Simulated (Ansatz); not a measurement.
# SnTe (Pm-3m) in Ansatz: settings compared, part 2 of 2

Ansatz 0.2.0. The steps go on from the part before.

### 3 Relaxation of cell and atoms, PBEsol

Input file input.yaml:

```yaml
crystal:
  lattice:
    - [3.9047, 0.0, 0.0]
    - [0.0, 3.9047, 0.0]
    - [0.0, 0.0, 3.9047]
  atoms:
    - { symbol: Te, position: [0.5, 0.5, 0.5] }
    - { symbol: Sn, position: [0.0, 0.0, 0.0] }
hamiltonian:
  xc: pbesol
  pseudopotentials: { kind: paw }
kpoints:
  mp_grid: { grid: [7, 7, 7] }
scf:
  occupations: { method: fermi_dirac, width: 0.05 }
output:
  forces: true
  stress: true
  eigenvalues: true
relax:
  f_tol: 0.01
  max_steps: 40
  cell: { stress_tol: 0.05 }
```

Potentials or basis: Ansatz PAW.

Started as:

```bash
$ ansatz run input.yaml --threads 2 --pin off --max-ram 5632MiB --backend cpu --events-out ev --progress --plain --runs-dir out
```

Standard output:

```text
Warning: RAYON_NUM_THREADS=2 ignored (pool sized by the plan → 2); use --threads N
Engine: ansatz 0.2.0, x86_64-unknown-linux-gnu
Pseudopotentials: kind: paw
Pseudopotential: Te, paw, valence charge 16, recommended cutoff 420 eV (normal), Te.paw.azcp
Pseudopotential: Sn, paw, valence charge 14, recommended cutoff 420 eV (normal), Sn.paw.azcp
Functional definition: PBEsol
  exchange = pbesol_x
  correlation = pbesol_c
Crystal: 2 atoms, lattice volume = 59.534 Å³
Basis set: ecut = 420 eV, 1189 PW (Γ), exchange–correlation on 54×54×54 points (8 copies of the dense FFT grid, shifted against one another)
Bands: 19, of which v1, the nominal top of the filled ones, is band 15 counted from 1 (14 counted from 0)
Symmetry: 48 space group operations
Space group: Pm-3m (ITA 221), of the structure as read, at distance tolerance 3.9e-5 Å
k-points: 20 of 343
Non-local potential: Te, projectors of the file, l = 0: 2, l = 1: 2, l = 2: 2, l = 3: 2
Non-local potential: Sn, projectors of the file, l = 0: 2, l = 1: 2, l = 2: 2, l = 3: 2
PAW form: soft (Blöchl's): semilocal exchange-correlation on the pseudo side does not see the compensation charge
PAW frozen core: Te, regenerated for the run's functional, and the local potential with it (the file was generated under x = pbe(κ = 0.804, μ = 0.2195149727645171), c = pbe(β = 0.06672455060314922))
PAW frozen core: Sn, regenerated for the run's functional, and the local potential with it (the file was generated under x = pbe(κ = 0.804, μ = 0.2195149727645171), c = pbe(β = 0.06672455060314922))
PAW one-centre angular grid: Te, 590 points (default); XC on 64 Gauss nodes
[... 61 lines left out ...]
  E_xc         = -503.936435
  E_vxc        = -202.528986  (∫ρ·V_xc dr)
  E_paw        = -8647.228281  (= ΣΔE_a)
  E_vpaw       = -730.708966  (= ΣTr[D̂ρ^β])
  E_aug_tail   = -0.000213  (compensation charges beyond the density's cutoff)
  E_ewald      = -3123.889664
  E_core_change = 0.659655  (= ΣΔE_core)
  E_smearing   = -0.009798  (= −TS)
  E_closure    = -0.000000  (closes the sum)
  Σ components = -12851.477493   (vs F -12851.477493, Δ=0.00e0)
--- Forces (eV/Å), atoms counted from 1 ---
  atom   1  Te     0.00000000     0.00000000     0.00000000
  atom   2  Sn    -0.00000000     0.00000000     0.00000000
  max |Σ_I F_I| component: 1.05e-30 eV/Å
--- Stress (GPa, compression-positive) ---
        0.012636      -0.000000      -0.000000
        0.000000       0.012636      -0.000000
       -0.000000      -0.000000       0.012636
  P = ⅓ Tr σ = 0.0126 GPa (0.126 kbar)
--- Band table (eV; the first three rows and the last of 20) ---
  k-point 0: bands = ["-25.5510", "-25.5510", "-25.5432", "-25.5432", "-25.5432", "-10.2224", "-10.2224", "-10.1723", "-10.1723", "-10.1723", "-1.8050", "6.2034", "9.2565", "9.2565", "9.2565", "14.5871", "14.5871", "17.2231", "17.2231"]
  k-point 1: bands = ["-25.5509", "-25.5494", "-25.5436", "-25.5436", "-25.5432", "-10.2220", "-10.2136", "-10.1755", "-10.1755", "-10.1722", "-1.6256", "5.4758", "9.3604", "9.4628", "9.4628", "14.7681", "15.4903", "16.5141", "16.5340"]
  k-point 2: bands = ["-25.5509", "-25.5459", "-25.5445", "-25.5445", "-25.5431", "-10.2212", "-10.1938", "-10.1825", "-10.1825", "-10.1718", "-1.1262", "3.9953", "9.8814", "10.0420", "10.0420", "14.0781", "15.0513", "15.0513", "15.3068"]
  k-point 19: bands = ["-25.5471", "-25.5471", "-25.5471", "-25.5389", "-25.5389", "-10.2054", "-10.2048", "-10.2048", "-10.1513", "-10.1513", "1.0995", "5.7134", "7.6859", "7.7912", "7.7912", "10.0857", "10.0857", "11.0354", "24.2312"]
--- Relaxed structure (3 steps of the walk, 3 accepted, 1 SCFs on fresh bases) ---
  F+E_penalty+E_count = -12851.47749331 eV   max|allowed force component| = 5.259e-31 eV/Å   (the final SCF, on the basis selected at the relaxed cell)
  cell:  # Å, volume = 54.1727 Å³
    - [3.7837874696842784, -7.061743129419864e-34, 0.0]
    - [-7.061743129419864e-34, 3.7837874696842784, -1.2839532962581572e-34]
    - [0.0, -1.2839532962581572e-34, 3.7837874696842784]
  atoms:
    - { symbol: Te, position: [0.5, 0.5, 0.5] }
    - { symbol: Sn, position: [5.75439411081963e-35, 2.4661689046373963e-35, -4.1102815077283695e-36] }
```

Run time: 3.2 s. Hardware: 2 threads of AMD EPYC 7R43 (Zen 3), shared host; peak memory 0.4 GiB.

What came out:

```yaml
Free_energy: -12851.4775 eV
Relaxed_volume: 27.09 Å³/atom
Relaxed_cell: a = 3.784 Å, b = 3.784 Å, c = 3.784 Å, α = 90.00°, β = 90.00°, γ = 90.00°
Space_group_after_relaxing_to_0.05_Å: Pm-3m (No. 221)
Energy_gained_by_relaxing: 35.9 meV/atom
Ionic_steps: 4
Pressure_after_relaxing: 0.0 GPa
Band_gap_on_the_k_mesh: none (metal or under the smearing width)
```

The path:
| step | energy change (eV) | largest force (eV/Å) | volume (Å³) |
| --- | --- | --- | --- |
| 1 | 0.0000 | 0.0000 | 59.53 |
| 2 | -0.0728 | 0.0000 | 54.24 |
| 3 | -0.0728 | 0.0000 | 54.17 |
| 4 | -0.0718 | 0.0000 | 54.17 |

Final structure:
```cif
data_structure
_symmetry_space_group_name_H-M 'P 1'
_symmetry_Int_Tables_number 1
_cell_length_a 3.7838
_cell_length_b 3.7838
_cell_length_c 3.7838
_cell_angle_alpha 90.000
_cell_angle_beta 90.000
_cell_angle_gamma 90.000
_cell_volume 54.17
loop_
_atom_site_label
_atom_site_type_symbol
_atom_site_fract_x
_atom_site_fract_y
_atom_site_fract_z
_atom_site_occupancy
Te1 Te 0.50000 0.50000 0.50000 1
Sn1 Sn 0.00000 0.00000 0.00000 1
```

Caveat: the plane-wave basis is chosen anew once the cell has moved, so the energies of steps on either side of that aren't comparable; the PAW data sets come from PBE, with cores solved anew for the run's functional, which leaves a small shift of forces and pressure. The run has no spin-orbit coupling, so splittings on Te are missing.

### 4 Relaxation of cell and atoms, RPBE+D4

input.yaml: that of step 3 with these lines changed.

```diff
@@ -9,4 +9,5 @@
 hamiltonian:
-  xc: pbesol
+  xc: rpbe
   pseudopotentials: { kind: paw }
+  dispersion: d4
 kpoints:
```

Started as:

```bash
$ ansatz run input.yaml --threads 2 --pin off --max-ram 5632MiB --backend cpu --events-out ev --progress --plain --runs-dir out
```

Wall time 4.5 s (2 threads of Arm Neoverse V2, shared host); peak memory 0.34 GiB.

Results (log left out):

```
Free energy                            : -13023.4574 eV
Relaxed volume                         : 26.96 Å³/atom
Relaxed cell                           : a = 3.778 Å, b = 3.778 Å, c = 3.778 Å, α = 90.00°, β = 90.00°, γ = 90.00°
Space group after relaxing (to 0.05 Å) : Pm-3m (No. 221)
Energy gained by relaxing              : 34.2 meV/atom
Ionic steps                            : 6
Pressure after relaxing                : 0.0 GPa
Band gap on the k mesh                 : none (metal or under the smearing width)
```

The path:
```csv
step,energy change (eV),largest force (eV/Å),volume (Å³)
1,0.0000,0.0000,59.53
2,-0.0167,0.0000,58.45
3,-0.0691,0.0000,54.23
4,-0.0695,0.0000,53.80
5,-0.0695,0.0000,53.92
6,-0.0684,0.0000,53.92
```

Final structure:
```
Te Sn
1.0
     3.77799    0.00000    0.00000
     0.00000    3.77799    0.00000
     0.00000    0.00000    3.77799
Te Sn
1 1
Direct
  0.50000 0.50000 0.50000
  0.00000 0.00000 0.00000
```

Levels at points of the mesh, in eV from the Fermi level:
| k point | band 12 | band 13 | band 14 | band 15 | band 16 | band 17 | band 18 | band 19 |
| --- | --- | --- | --- | --- | --- | --- | --- | --- |
| (0.00, 0.00, 0.00) | -4.89 | -1.97 | -1.97 | -1.97 | 3.38 | 3.38 | 6.11 | 6.11 |

Caveat: the plane-wave basis is chosen anew once the cell has moved, so the energies of steps on either side of that aren't comparable; pairwise dispersion overbinds metals, which lowers pressure and volume; the PAW data sets come from PBE, with cores solved anew for the run's functional, which leaves a small shift of forces and pressure. Spin-orbit coupling is left out, which matters for the levels of Te.

### 5 Relaxation of cell and atoms, revPBE+D3(BJ)

input.yaml: that of step 4 with these lines changed.

```diff
@@ -9,5 +9,5 @@
 hamiltonian:
-  xc: rpbe
+  xc: revpbe
   pseudopotentials: { kind: paw }
-  dispersion: d4
+  dispersion: d3bj
 kpoints:
```

Started as:

```bash
$ ansatz run input.yaml --threads 2 --pin off --max-ram 5632MiB --backend cpu --events-out ev --progress --plain --runs-dir out
```

It took 3.8 s on 2 threads of Arm Neoverse V2, shared host; peak memory 0.33 GiB.

It converged, with:

```
Free energy                            : -13018.2957 eV
Relaxed volume                         : 26.69 Å³/atom
Relaxed cell                           : a = 3.765 Å, b = 3.765 Å, c = 3.765 Å, α = 90.00°, β = 90.00°, γ = 90.00°
Space group after relaxing (to 0.05 Å) : Pm-3m (No. 221)
Energy gained by relaxing              : 45.3 meV/atom
Ionic steps                            : 5
Pressure after relaxing                : 0.0 GPa
Band gap on the k mesh                 : none (metal or under the smearing width)
```

The path:
| step | energy change (eV) | largest force (eV/Å) | volume (Å³) |
| --- | --- | --- | --- |
| 1 | 0.0000 | 0.0000 | 59.53 |
| 2 | -0.0895 | 0.0000 | 54.19 |
| 3 | -0.0911 | 0.0000 | 52.97 |
| 4 | -0.0917 | 0.0000 | 53.38 |
| 5 | -0.0905 | 0.0000 | 53.38 |

Final structure:
```xyz
2
Lattice="3.7653 0.0000 0.0000 0.0000 3.7653 0.0000 0.0000 0.0000 3.7653" Properties=species:S:1:pos:R:3 pbc="T T T"
Te    1.8826    1.8826    1.8826
Sn    0.0000    0.0000    0.0000
```

Levels at points of the mesh, in eV from the Fermi level:
```
           k point  band 13  band 14  band 15  band 16  band 17  band 18
(0.00, 0.00, 0.00)    -2.00    -2.00    -2.00     3.35     3.35     6.17
```

Caveat: the plane-wave basis is chosen anew once the cell has moved, so the energies of steps on either side of that aren't comparable; pairwise dispersion overbinds metals, which lowers pressure and volume; the PAW data sets come from PBE, with cores solved anew for the run's functional, which leaves a small shift of forces and pressure. The run has no spin-orbit coupling, so splittings on Te are missing.

### 6 Summary

```csv
level,gap on the mesh (eV),pressure (GPa),relaxed volume (Å³/atom)
LDA,none,0.0,26.53
PBEsol,none,0.0,27.09
RPBE+D4,none,0.0,26.96
revPBE+D3(BJ),none,0.0,26.69
```

Alike in all rows: task relaxation of cell and atoms; potentials or basis Ansatz PAW; no spin polarisation; cell relaxed; k mesh 7 × 7 × 7; cutoff (eV) 420; smearing fermi-dirac 0.05 eV.

Caveats: the plane-wave basis is chosen anew once the cell has moved, so the energies of steps on either side of that aren't comparable; the PAW data sets come from PBE, with cores solved anew for the run's functional, which leaves a small shift of forces and pressure; pairwise dispersion overbinds metals, which lowers pressure and volume (some runs).

Total energies depend on the potentials used, so only differences within one code and one set of settings carry meaning.
